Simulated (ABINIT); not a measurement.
# AgBr (Bromargyrite): G0W0 with ABINIT, start to end, part 2 of 3

How does a plane-wave GW calculation on AgBr (Bromargyrite) run from the first input to the gap?

ABINIT 10.8.3; PBE and many-body steps on it, plane waves. Known limits of the many-body steps: not at the basis limit; screening head approximate; d shell near the gap, gap tends to lie low; coarse k mesh.

So far. Step 2 (Ground state): The gap is indirect, with the least direct gap 1.78 eV higher.

## 3. Bands along the symmetry lines

Level of this step: DFT, PBE with spin-orbit coupling, plane waves, norm-conserving pseudopotentials (ABINIT).

The cheap functional maps the bands first; the places of the edges decide which points the dearer methods must see.

run.abi reads:

```
acell 3*1.0 Angstrom
rprim 
  0.000000000000 2.887250000000 2.887250000000
  2.887250000000 0.000000000000 2.887250000000
  2.887250000000 2.887250000000 0.000000000000
ntypat 2
znucl 47 35
natom 2
typat 1 2
xred 
  0.000000000000 0.000000000000 0.000000000000
  0.500000000000 0.500000000000 0.500000000000
pp_dirpath "pseudos"
pseudos "Ag.upf, Br.upf"
ecut 37
nspinor 2
iscf -2
irdden 1
kptopt 0
nkpt 26
kpt 
  0.00000000 0.00000000 0.00000000
  0.12500000 0.00000000 0.12500000
  0.25000000 0.00000000 0.25000000
  0.37500000 0.00000000 0.37500000
  0.50000000 0.00000000 0.50000000
  0.53125000 0.06250000 0.53125000
  0.56250000 0.12500000 0.56250000
  0.59375000 0.18750000 0.59375000
  0.62500000 0.25000000 0.62500000
  0.37500000 0.37500000 0.75000000
  0.28125000 0.28125000 0.56250000
  0.18750000 0.18750000 0.37500000
  0.09375000 0.09375000 0.18750000
  0.00000000 0.00000000 0.00000000
  0.12500000 0.12500000 0.12500000
  0.25000000 0.25000000 0.25000000
  0.37500000 0.37500000 0.37500000
  0.50000000 0.50000000 0.50000000
  0.50000000 0.43750000 0.56250000
  0.50000000 0.37500000 0.62500000
  0.50000000 0.31250000 0.68750000
  0.50000000 0.25000000 0.75000000
  0.50000000 0.18750000 0.68750000
  0.50000000 0.12500000 0.62500000
  0.50000000 0.06250000 0.56250000
  0.50000000 0.00000000 0.50000000
istwfk *1
nband 42
nbdbuf 6
tolwfr 1e-08
nstep 40
prtwf 0
prtvol 0
indata_prefix "in"
outdata_prefix "out"
tmpdata_prefix "tmp"
```

On the command line:

```sh
> OMP_NUM_THREADS=1 mpirun -n 8 abinit run.abi > log
```

Numbers of over 12 decimals in the logs are rounded to 6 here.

The program printed:

```text
.Version 10.8.3 of ABINIT. v10.8.2 released Aug 2026.

 Symmetries : space group Fm -3 m (#225); Bravais cF (face-center cubic)
[... echo of the input left out ...]
== DATASET  1 ==================================================================
-   mpi_nproc: 8, omp_nthreads: 1 (-1 if OMP is not activated)

--- !DatasetInfo
iteration_state: {dtset: 1, }
dimensions: {natom: 2, nkpt: 26, mband: 42, nsppol: 1, nspinor: 2, nspden: 1, mpw: 3523, }
cutoff_energies: {ecut:  37.0, pawecutdg:  -1.0, }
electrons: {nelect:   2.60000000E+01, charge:   0.00000000E+00, occopt:   1.00000000E+00, tsmear:   1.00000000E-02, }

 Real(R)+Recip(G) space primitive vectors, cartesian coordinates (Bohr,Bohr^-1):
 R(1)=  0.0000000  5.4561118  5.4561118  G(1)= -0.0916404  0.0916404  0.0916404
 R(2)=  5.4561118  0.0000000  5.4561118  G(2)=  0.0916404 -0.0916404  0.0916404
 R(3)=  5.4561118  5.4561118  0.0000000  G(3)=  0.0916404  0.0916404 -0.0916404
 Unit cell volume ucvol=  3.2484768E+02 bohr^3
 Angles (23,13,12)=  6.00000000E+01  6.00000000E+01  6.00000000E+01 degrees

 getcut: wavevector=  0.0000  0.0000  0.0000  ngfft=  45  45  45
         ecut(hartree)=     37.000   => boxcut(ratio)=   2.08252

--- Pseudopotential description ------------------------------------------------
- Ag Generated using ONCVPSP code by D. R. Hamann
- 47.00000  19.00000  180423                  znucl, zion, pspdat
12 -101130 2 -1 1538                          pspcod,pspxc,lmax,lloc,mmax
     nproj     2     4     3     0
     spin-orbit psp
        nprojso     4     3     0
  pspatm : epsatm=   27.57090862
         --- l  ekb(1:nproj) -->
             0   -0.417598    9.560282
             1    3.421747   -0.133403   -0.005404    0.000059
             2   -1.590543   -0.389496   -0.000033
  spin-orbit 1    0.378644   -0.145753    0.014436   -0.000735
  spin-orbit 2    0.045013    0.011481   -0.000579
 pspatm: atomic psp has been read  and splines computed

- Br Generated using ONCVPSP code by D. R. Hamann
- 35.00000   7.00000  180423                  znucl, zion, pspdat
12 -101130 2 -1 1110                          pspcod,pspxc,lmax,lloc,mmax
     nproj     2     3     3     0
     spin-orbit psp
        nprojso     4     4     0
  pspatm : epsatm=   11.65225461
         --- l  ekb(1:nproj) -->
             0    0.878030    8.455347
             1    5.296960    0.884184    0.010490
             2    2.601663    0.386433    0.000588
  spin-orbit 1    0.408712   -0.253934    0.061012   -0.000372
  spin-orbit 2    0.108928   -0.011508    0.005488   -0.000068
 pspatm: atomic psp has been read  and splines computed

--------------------------------------------------------------------------------

================================================================================
 prteigrs : about to open file out_EIG
 Non-SCF case, kpt    1 (  0.00000  0.00000  0.00000), residuals and eigenvalues=
[...]
6.00E-06  4.16E-05
[...]
Non-SCF case, kpt    3 (  0.25000  0.00000  0.25000), residuals and eigenvalues=
[...]
3.16E-04  3.93E-03
[...]
Non-SCF case, kpt   25 (  0.50000  0.06250  0.56250), residuals and eigenvalues=
[...]
Non-SCF case, kpt   26 (  0.50000  0.00000  0.50000), residuals and eigenvalues=
[...]
5.0197E-01  5.0197E-01  5.6621E-01  5.6621E-01  5.8223E-01  5.8223E-01
  7.1916E-01  7.1917E-01  7.1994E-01  7.1994E-01  7.2957E-01  7.2965E-01

--- !ResultsGS
iteration_state: {dtset: 1, }
comment   : Summary of ground state results
lattice_vectors:
- [  0.0000000,   5.4561118,   5.4561118, ]
- [  5.4561118,   0.0000000,   5.4561118, ]
- [  5.4561118,   5.4561118,   0.0000000, ]
lattice_lengths: [   7.71611,    7.71611,    7.71611, ]
lattice_angles: [ 60.000,  60.000,  60.000, ] # degrees, (23, 13, 12)
lattice_volume:   3.2484768E+02
convergence: {deltae:  0.000E+00, res2:  0.000E+00, residm:  9.984E-09, diffor:  0.000E+00, }
etotal    :  -1.70762218E+02
entropy   :   0.00000000E+00
fermie    :   1.74680080E-01
cartesian_stress_tensor: null
pressure_GPa: null
xred      :
- [  0.0000E+00,   0.0000E+00,   0.0000E+00, Ag]
- [  5.0000E-01,   5.0000E-01,   5.0000E-01, Br]
cartesian_forces: null
force_length_stats: {min: null, max: null, mean: null, }

 Integrated electronic density in atomic spheres:
 ------------------------------------------------
 Atom  Sphere_radius  Integrated_density
    1        2.00000         16.40025358
    2        2.00000          4.19165076
================================================================================

 ----iterations are completed or convergence reached----

 Mean square residual over all n,k,spin=   46.110E-10; max=  99.839E-10
 reduced coordinates (array xred) for    2 atoms
       0.000000000000      0.000000000000      0.000000000000
       0.500000000000      0.500000000000      0.500000000000

 cartesian coordinates (angstrom) at end:
    1      0.000000     0.000000     0.000000
    2      2.887250     2.887250     2.887250
 length scales=  1.889726125908  1.889726125908  1.889726125908 bohr
              =  1.000000000000  1.000000000000  1.000000000000 angstroms
 prteigrs : about to open file out_EIG
 Eigenvalues (hartree) for nkpt=  26  k points:
 kpt#   1, nband= 42, wtk=  1.00000, kpt=  0.0000  0.0000  0.0000 (reduced coord)
[...]
kpt#   2, nband= 42, wtk=  1.00000, kpt=  0.1250  0.0000  0.1250 (reduced coord)
[...]
kpt#   3, nband= 42, wtk=  1.00000, kpt=  0.2500  0.0000  0.2500 (reduced coord)
[...]
kpt#  25, nband= 42, wtk=  1.00000, kpt=  0.5000  0.0625  0.5625 (reduced coord)
[...]
0.73924    0.73935
 kpt#  26, nband= 42, wtk=  1.00000, kpt=  0.5000  0.0000  0.5000 (reduced coord)
[...]
0.09630    0.09630    0.23178    0.23178    0.43216    0.43216    0.50197    0.50197
   0.56621    0.56621    0.58223    0.58223    0.71916    0.71917    0.71994    0.71994
   0.72957    0.72965

== END DATASET(S) ==============================================================
================================================================================

 -outvars: echo values of variables after computation  --------
            nband          42
             nkpt          26
          spgroup         225
 [... the other variables as echoed above ...]

 Calculation completed.
```

It took 35 s on 8 MPI ranks of Arm Neoverse V1, shared host; peak memory 0.63 GiB.

This step gave:

| Quantity | Value |
| --- | --- |
| gap | 0.5910 eV |
| k of the valence top | 0.5, 0.5, 0.5 |
| k of the conduction bottom | 0, 0, 0 |
| least direct gap | 2.367 eV |

The gap is 0.591 eV, as in the run before at this level.

Electronic bands along the path, in eV, zero at the top of the highest filled band:

```csv
point,band 23,band 24,band 25,band 26,band 27,band 28,band 29,band 30
Γ,-1.78,-1.78,-1.78,-1.78,0.59,0.59,9.82,9.82
halfway,-1.73,-1.73,-1.64,-1.64,3.17,3.17,6.60,6.60
X,-2.24,-2.24,-2.13,-2.13,1.55,1.55,7.01,7.01
halfway,-2.04,-2.04,-1.96,-1.96,1.96,1.96,7.01,7.01
U,-1.96,-1.96,-1.23,-1.23,2.89,2.89,6.75,6.75
jump to K,-1.96,-1.96,-1.23,-1.23,2.89,2.89,6.75,6.75
halfway,-1.79,-1.79,-0.27,-0.27,3.67,3.67,6.39,6.39
Γ,-1.78,-1.78,-1.78,-1.78,0.59,0.59,9.82,9.82
halfway,-0.89,-0.89,-0.73,-0.73,2.77,2.77,7.06,7.06
L,-0.15,-0.15,0.00,0.00,3.69,3.69,6.41,6.41
halfway,-1.22,-1.22,-0.66,-0.66,4.38,4.38,5.19,5.19
W,-2.12,-2.12,-1.53,-1.53,3.67,3.67,7.04,7.04
halfway,-2.19,-2.19,-1.76,-1.76,2.39,2.39,7.09,7.09
X,-2.24,-2.24,-2.13,-2.13,1.55,1.55,7.01,7.01
```

## 4. Empty states on the mesh, 4×4×4 mesh, 220 bands

The sums over transitions need many empty states on a uniform mesh; this step solves for them.

run.abi reads:

```
acell 3*1.0 Angstrom
rprim 
  0.000000000000 2.887250000000 2.887250000000
  2.887250000000 0.000000000000 2.887250000000
  2.887250000000 2.887250000000 0.000000000000
ntypat 2
znucl 47 35
natom 2
typat 1 2
xred 
  0.000000000000 0.000000000000 0.000000000000
  0.500000000000 0.500000000000 0.500000000000
pp_dirpath "pseudos"
pseudos "Ag.upf, Br.upf"
ecut 37
nspinor 2
ngkpt 4 4 4
nshiftk 1
shiftk 0 0 0
kptopt 1
chksymbreak 0
irdden 1
istwfk *1
nband 220
prtvol 0
optdriver 6
gwr_task "HDIAGO"
paral_kgb 0
occopt 1
indata_prefix "in"
outdata_prefix "out"
tmpdata_prefix "tmp"
```

The program printed:

```text
[banner, memory and clock lines left out]
.Version 10.8.3 of ABINIT. v10.8.2 released Aug 2026.

 Symmetries : space group Fm -3 m (#225); Bravais cF (face-center cubic)
[... echo of the input left out ...]
== DATASET  1 ==================================================================
-   mpi_nproc: 8, omp_nthreads: 1 (-1 if OMP is not activated)

--- !DatasetInfo
iteration_state: {dtset: 1, }
dimensions: {natom: 2, nkpt: 8, mband: 220, nsppol: 1, nspinor: 2, nspden: 1, mpw: 3512, }
cutoff_energies: {ecut:  37.0, pawecutdg:  -1.0, }
electrons: {nelect:   2.60000000E+01, charge:   0.00000000E+00, occopt:   1.00000000E+00, tsmear:   1.00000000E-02, }

.Using double precision arithmetic; gwpc =  8

- Reading GS density from: in_DEN

--- Pseudopotential description ------------------------------------------------
- Ag Generated using ONCVPSP code by D. R. Hamann
- 47.00000  19.00000  180423                  znucl, zion, pspdat
12 -101130 2 -1 1538                          pspcod,pspxc,lmax,lloc,mmax
     nproj     2     4     3     0
     spin-orbit psp
        nprojso     4     3     0
  pspatm : epsatm=   27.57090862
         --- l  ekb(1:nproj) -->
             0   -0.417598    9.560282
             1    3.421747   -0.133403   -0.005404    0.000059
             2   -1.590543   -0.389496   -0.000033
  spin-orbit 1    0.378644   -0.145753    0.014436   -0.000735
  spin-orbit 2    0.045013    0.011481   -0.000579
 pspatm: atomic psp has been read  and splines computed

- Br Generated using ONCVPSP code by D. R. Hamann
- 35.00000   7.00000  180423                  znucl, zion, pspdat
12 -101130 2 -1 1110                          pspcod,pspxc,lmax,lloc,mmax
     nproj     2     3     3     0
     spin-orbit psp
        nprojso     4     4     0
  pspatm : epsatm=   11.65225461
         --- l  ekb(1:nproj) -->
             0    0.878030    8.455347
             1    5.296960    0.884184    0.010490
             2    2.601663    0.386433    0.000588
  spin-orbit 1    0.408712   -0.253934    0.061012   -0.000372
  spin-orbit 2    0.108928   -0.011508    0.005488   -0.000068
 pspatm: atomic psp has been read  and splines computed

   1.01980224E+03                                ecore*ucvol(ha*bohr**3)

 Total charge density [el/Bohr^3]
)     Maximum=    2.1416E+00  at reduced coord.    0.0667    0.9111    0.9778
)     Minimum=    2.0488E-03  at reduced coord.    0.5111    0.4889    0.4889
   Integrated=    2.6000E+01

 === KS gaps after direct diagonalization ===
 Indirect band gap semiconductor
 Fundamental gap:     0.591 (eV)
   VBM:     4.753 (eV) at k: [ 5.0000E-01,  0.0000E+00,  0.0000E+00]
   CBM:     5.344 (eV) at k: [ 0.0000E+00,  0.0000E+00,  0.0000E+00]
 Direct gap:         2.367 (eV) at k: [ 0.0000E+00,  0.0000E+00,  0.0000E+00]

== END DATASET(S) ==============================================================

 -outvars: echo values of variables after computation  --------
           etotal      0.0000000000E+00
            nband         220
             nkpt           8
          spgroup         225
 [... the other variables as echoed above ...]

 Calculation completed.
```

Elapsed: 4.9 min, on 8 MPI ranks; peak memory 21 GiB; 39 min of CPU time.

Numbers from this step:

```yaml
gap: 0.5912 eV
k_of_the_valence_top: 0.5, 0, 0
k_of_the_conduction_bottom: 0, 0, 0
least_direct_gap: 2.367 eV
k_points_computed: 8
lowest_point_of_the_top_converged_band_above_the_valence_top: 80.7771 eV
```

On this mesh the gap is 0.591 eV.

## 5. Screening, 4×4×4 mesh, 212 bands, screening to 149.7 eV

The RPA dielectric matrix is built and inverted for each q.

This step: RPA screening on PBE with spin-orbit coupling, plane waves, norm-conserving pseudopotentials.

run.abi: that of step 4 with these lines changed.

```diff
@@ -21,10 +21,11 @@
 chksymbreak 0
-irdden 1
 istwfk *1
-nband 220
-prtvol 0
-optdriver 6
-gwr_task "HDIAGO"
-paral_kgb 0
 occopt 1
+irdwfk 1
+optdriver 3
+nband 212
+ecuteps 5.5
+inclvkb 0
+awtr 1
+symchi 1
 indata_prefix "in"
```

The program printed:

```text
.Version 10.8.3 of ABINIT. v10.8.2 released Aug 2026.

 Symmetries : space group Fm -3 m (#225); Bravais cF (face-center cubic)
[... echo of the input left out ...]
== DATASET  1 ==================================================================
-   mpi_nproc: 8, omp_nthreads: 1 (-1 if OMP is not activated)

--- !DatasetInfo
iteration_state: {dtset: 1, }
dimensions: {natom: 2, nkpt: 8, mband: 212, nsppol: 1, nspinor: 2, nspden: 1, mpw: 3512, }
cutoff_energies: {ecut:  37.0, pawecutdg:  -1.0, }
electrons: {nelect:   2.60000000E+01, charge:   0.00000000E+00, occopt:   1.00000000E+00, tsmear:   1.00000000E-02, }

 SCREENING: Calculation of the susceptibility and dielectric matrices

 Based on a program developped by R.W. Godby, V. Olevano, G. Onida, and L. Reining.
 Incorporated in ABINIT by V. Olevano, G.-M. Rignanese, and M. Torrent.
.Using double precision arithmetic ; gwpc =  8

[... cell and pseudopotentials left out ...]
--------------------------------------------------------------------------------

 ==== K-mesh for the wavefunctions ====
 Number of points in the irreducible wedge :     8
[... list of points left out ...]
 Together with 48 symmetry operations and time-reversal symmetry
 yields    64 points in the full Brillouin Zone.

 ==== Q-mesh for the screening function ====
 Number of points in the irreducible wedge :     8
[... list of points left out ...]
 Together with 48 symmetry operations and time-reversal symmetry
 yields    64 points in the full Brillouin Zone.

 setmesh: FFT mesh size selected  =    30x   30x   30
          total number of points  =        27000

 vcoul_init : cutoff-mode = AUXILIARY_FUNCTION
 q-points for optical limit:   1
     1)      0.000010    0.000020    0.000030

- screening: taking advantage of time-reversal symmetry
- Maximum band index for partially occupied states nbvw = 26
- Remaining bands to be divided among processors   nbcw = 186
- Number of bands treated by each node ~23

 Number of electrons calculated from density =   26.0000; Expected =   26.0000
 average of density, n =  0.080038
 r_s =    1.4395
 omega_plasma =   27.2899 [eV]

 calculating chi0 at frequencies [eV] :
  1    0.000000E+00    0.000000E+00
  2    0.000000E+00    2.728993E+01

--------------------------------------------------------------------------------
  q-point number  1        q = ( 0.000000, 0.000000, 0.000000) [r.l.u.]
--------------------------------------------------------------------------------
[... chi0 elements left out ...]
 For q-point:  0.000010 0.000020 0.000030
  dielectric constant =   6.7605
  dielectric constant without local fields =   7.2960

  Average fulfillment of the sum rule on Im[epsilon] for q-point    1 :     67.59  [%]
[... wings left out ...]
  q-point number  2        q = ( 0.250000, 0.000000, 0.000000) [r.l.u.]
--------------------------------------------------------------------------------
[... chi0 elements left out ...]
  Average fulfillment of the sum rule on Im[epsilon] for q-point    2 :     80.79  [%]

 [... 6 further q-points ...]
```

Wall time 2.6 min (8 MPI ranks); peak memory 3.6 GiB.

Numbers from this step:

| Item | Value |
| --- | --- |
| ε∞ with local fields, on this mesh, along the program's q direction | 6.761 |
| the same without local fields | 7.296 |
| plasma frequency | 27.29 eV |
| plane waves in the screening matrix | 181 |

Local fields lower ε∞ by 7 %. On a Γ-centred mesh this coarse the value itself is usually too large, while a short band sum pulls it down.

[end of part 2 of 3]

[Paths, hosts, dates, memory and timing lines, banners, echoed tables and standing remarks are left out of the program output.]

[Logs are printed without paths, hosts, clocks, repeated set-up lines and the standing remarks that a program may print on its own settings, such as how far it seeks lower states.]

[Runs of the session that timed out or met a known fault of the program may be left out.]

[Hosts, paths, dates, database ids (printed as entryN), source tags and the programs' standing remarks are cut or masked in the printed files.]

[G0W0 gaps are taken among the corrected bands and points alone; a level outside them can change the order at an edge.]

[Where Ansatz stands beside ABINIT at settings called matched, ABINIT's density can come from a denser mesh and the files from another edition; pairs whose starting gaps differed by over 0.03 eV were left out, so agreement reads better than it is.]
